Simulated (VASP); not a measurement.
Here is a VASP 6.6.1 calculation.

File INCAR:

```
SYSTEM = BAs
  PREC = Accurate
  ENCUT = 520
  EDIFF = 1E-7
  ISMEAR = 0
  SIGMA = 0.02
  LREAL = .FALSE.
  LASPH = .TRUE.
  NELM = 100
  ALGO = Normal
  ISIF = 3
  LWAVE = .FALSE.
  LCHARG = .FALSE.
  GGA = PE
  IBRION = 2
  NSW = 80
  EDIFFG = -0.002
  PSTRESS = 194.0
```

File KPOINTS:

```
regular mesh
0
G
  8 8 8
  0 0 0
```

Contents of POSCAR:

```
BAs
1.0
    0.0000000000      2.3885000000      2.3885000000
    2.3885000000      0.0000000000      2.3885000000
    2.3885000000      2.3885000000      0.0000000000
B As
1 1
Direct
    0.0000000000      0.0000000000      0.0000000000
    0.2500000000      0.2500000000      0.2500000000
```

Potentials or basis: VASP PAW PBE potentials, release 64 (B, As).

Run with:

```console
$ cat potpaw_PBE.64/B/POTCAR potpaw_PBE.64/As/POTCAR > POTCAR
$ mpirun -np 1 vasp_std > vasp.out
```

Question: Predict the band gap on the k mesh.

Answer: 1.10 eV, indirect (least direct gap 3.40 eV).

Question: What does it give for the relaxed cell?

Answer: a = 3.277 Å, b = 3.277 Å, c = 3.277 Å, α = 60.00°, β = 60.00°, γ = 60.00°.

Question: What does it give for the relaxed volume?

Answer: 12.44 Å³/atom.

Question: Predict the space group after relaxing (to 0.05 Å).

Answer: F-43m (No. 216).

The path:
| step | energy change (eV) | largest force (eV/Å) | pressure (GPa) | volume (Å³) |
| --- | --- | --- | --- | --- |
| 1 | 0.0000 | 0.0000 | 3.43 | 27.25 |
| 2 | 0.6946 | 0.0000 | 47.86 | 22.24 |
| 3 | 0.1536 | 0.0000 | 18.93 | 24.93 |
| 4 | 0.1597 | 0.0000 | 19.35 | 24.88 |
| 5 | 0.1653 | 0.0000 | 19.73 | 24.84 |
| 6 | 0.1554 | 0.0000 | 19.06 | 24.92 |
| 7 | 0.1606 | 0.0000 | 19.41 | 24.88 |

Caveat: the cell is relaxed towards a set pressure, so the enthalpy falls and the energy may rise. A k mesh can miss the band edges.
